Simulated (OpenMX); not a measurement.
Runs of OpenMX 3.8.5 on MnS. Symmetry: F-43m, No. 216, cubic system. The conventional cell has a = 5.600 Å, b = 5.600 Å, c = 5.600 Å, α = 90.00°, β = 90.00°, γ = 90.00°. Mn (site symmetry -43m) has 4 S at 2.42 Å as nearest neighbours. S (site symmetry -43m) is surrounded by 4 Mn at 2.42 Å. 

```tsv
U	gap on the mesh (eV)	moment (μB)
Mn U = 2 eV	0.73	5.00
Mn U = 6 eV	(b)	5.00
Mn U = 0 eV	none	4.94
Mn U = 4 eV	(a)	5.00
Mn U = 8 eV	1.91	5.00
```

Alike in all rows: task single point; level PBE+U; potentials or basis OpenMX 2013 PBE set, Mn6.0-s3p2d2, S7.0-s2p2d1f1, grid cutoff 400 Ry; spin collinear, ferromagnetic start; cell as given; k mesh 7 × 7 × 7; smearing fermi-dirac 0.05 eV.

**Question.** Estimate the missing entries.

**Answer.** (a) 1.44; (b) 1.80.

Caveats: the basis of atomic orbitals isn't converged, which shifts pressures, moduli and gaps; a cell with one magnetic atom can't hold antiferromagnetic order, which such compounds often take; U acts on the first radial function of the shell alone, so its value doesn't carry over to other programs (some runs); an odd mesh through Γ misses points on the zone boundary, where band edges often lie (some runs).

A gap of «none» marks a metal or a gap under the smearing width.
